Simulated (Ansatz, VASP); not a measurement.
One calculation of S, two programs

The input INCAR:

```
SYSTEM = S
PREC     = Accurate       ! precision mode
ENCUT    = 520            ! plane-wave cutoff, eV
EDIFF    = 1E-7           ! SCF threshold, eV
ISMEAR   = 0              ! smearing method
SIGMA    = 0.15           ! smearing width, eV
LREAL    = .False.        ! projectors in reciprocal space
LASPH    = .True.         ! aspherical terms in the spheres
NELM     = 100            ! most SCF steps
ALGO     = Fast           ! electronic algorithm
ISIF     = 2              ! what is computed and relaxed
LWAVE    = .False.        ! write WAVECAR
LCHARG   = .False.        ! write CHGCAR
GGA      = PE             ! functional
IVDW     = 12             ! dispersion correction
NBANDS   = 9              ! bands
```

KPOINTS

```
regular mesh
0
Gamma
  20 20 20
  0 0 0
```

POSCAR

```
S
1.0
    0.0000000000      1.9943503440      1.9943503440
    1.9544633371      0.0000000000      1.9943503440
    1.9544633371      1.9943503440      0.0000000000
S
1
Direct
    0.0000000000      0.0000000000      0.0000000000
```

Input for Ansatz:

```yaml
crystal:
  lattice:
    - [0.0, 1.994350344, 1.994350344]
    - [1.9544633371, 0.0, 1.994350344]
    - [1.9544633371, 1.994350344, 0.0]
  atoms:
    - { symbol: S, position: [0.0, 0.0, 0.0] }
basis:
  ecutwfc: 420
kpoints:
  mp_grid: { grid: [20, 20, 20] }
hamiltonian:
  xc: pbe
  dispersion: d3bj
scf:
  occupations: { method: gaussian, width: 0.15 }
output:
  forces: true
  stress: true
  eigenvalues: true
```

Change from the starting cell: strain -0.0200 x Voigt [1, 0, 0, 0, 0, 0], atoms carried along.

Alike in both runs: task single point; functional PBE; dispersion D3(BJ); k mesh 20 × 20 × 20; occupations gaussian, width 0.15 eV; no spin polarisation.

|  | VASP | Ansatz |
| --- | --- | --- |
| version | VASP 6.6.1 | Ansatz 0.2.0 |
| potentials or method | VASP PAW PBE potentials, release 64 (S) | scalar-relativistic, plane waves, PAW |
| plane-wave cutoff (eV) | 520 | 420 |
| valence electrons in the cell | 6 | 6 |

Ansatz gave:

```
gap on the k mesh at the Fermi level (eV)       : none
pressure (GPa)                                  : -2.4
largest component of the traceless stress (GPa) : 1.18
```

What did VASP give for the same quantities?

gap on the k mesh at the Fermi level (eV): none; pressure (GPa): -2.5; largest component of the traceless stress (GPa): 1.17.

A gap of «none» marks a metal or a gap that the smearing closes.

Caveats: pairwise dispersion overbinds metals, which lowers pressure and volume.
